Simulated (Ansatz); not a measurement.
Runs of Ansatz 0.2.0 on Yb. The structure is cubic, space group Fm-3m (No. 225). Conventional cell: a = 5.486 Å, b = 5.486 Å, c = 5.486 Å, α = 90.00°, β = 90.00°, γ = 90.00°. Yb (site symmetry m-3m) has 12 Yb at 3.88 Å as nearest neighbours. 

```csv
task,level,potentials or basis,U,cell,k mesh,cutoff (eV),smearing,gap on the mesh (eV),pressure (GPa),moment (μB),relaxed volume (Å³/atom)
single point,RPBE,"all-electron LAPW, scalar-relativistic",-,as given,8 × 8 × 8,171,gaussian 0.02 eV,none,-1.0,0.00,-
density of states,PBEsol+U,"all-electron LAPW, scalar-relativistic",Yb f U = 6 eV,as given,8 × 8 × 8,171,fermi-dirac 0.05 eV,none,-1.5,0.00,-
band structure,PBE,"all-electron LAPW, scalar-relativistic",-,as given,8 × 8 × 8,171,fermi-dirac 0.05 eV,-,-2.1,0.00,-
band structure,PBEsol,"all-electron LAPW, non-relativistic",-,as given,8 × 8 × 8,125,fermi-dirac 0.05 eV,-,1.4,0.00,-
band structure,PBEsol,"all-electron LAPW, scalar-relativistic",-,as given,8 × 8 × 8,171,fermi-dirac 0.05 eV,-,-3.3,0.00,-
density of states,PBEsol+U,"all-electron LAPW, scalar-relativistic",Yb f U = 2 eV,as given,8 × 8 × 8,171,fermi-dirac 0.05 eV,none,-2.5,0.00,-
band structure,LDA,"all-electron LAPW, scalar-relativistic",-,as given,8 × 8 × 8,171,fermi-dirac 0.05 eV,-,(a),0.00,-
relaxation of cell and atoms,BLYP,"all-electron LAPW, scalar-relativistic",-,relaxed,6 × 6 × 6,-,fermi-dirac 0.05 eV,-,0.0,0.00,37.69
density of states,PBEsol+U,"all-electron LAPW, scalar-relativistic",Yb f U = 4 eV,as given,8 × 8 × 8,171,fermi-dirac 0.05 eV,none,-1.9,0.00,-
density of states,PBEsol+U,"all-electron LAPW, scalar-relativistic",Yb f U = 8 eV,as given,8 × 8 × 8,171,fermi-dirac 0.05 eV,none,(b),0.00,-
single point,PBEsol,"all-electron LAPW, scalar-relativistic",-,as given,8 × 8 × 8,171,gaussian 0.1 eV,none,-3.3,0.00,-
relaxation of cell and atoms,LDA,"all-electron LAPW, scalar-relativistic",-,relaxed,6 × 6 × 6,-,fermi-dirac 0.05 eV,-,0.0,0.00,30.00
```

Alike in all rows: spin collinear, ferromagnetic start; basis error allowed 0.001 eV/atom.

Q: Fill in the values left out.

A: (a) -4.4; (b) -1.2.

Caveats: an open f shell can end in a state above the lowest; spin-orbit coupling is left out, which moves the levels of the heavy elements; the magnetic state may not be the lowest (some runs); U is the effective U less J, on atomic orbitals that reach past the spheres (some runs); the k mesh is thin for a metal, which can move the energy by tens of meV per atom (some runs); relativity is left out, which matters for the heavier elements (some runs); the volume moved by over 15 % at a fixed basis, so the end points are rough (some runs).

A k mesh can miss the band edges, and the runs leave out spin-orbit coupling on Yb.

A gap of «none» marks a metal or a gap under the smearing width.

Not every run made on this cell is shown here.
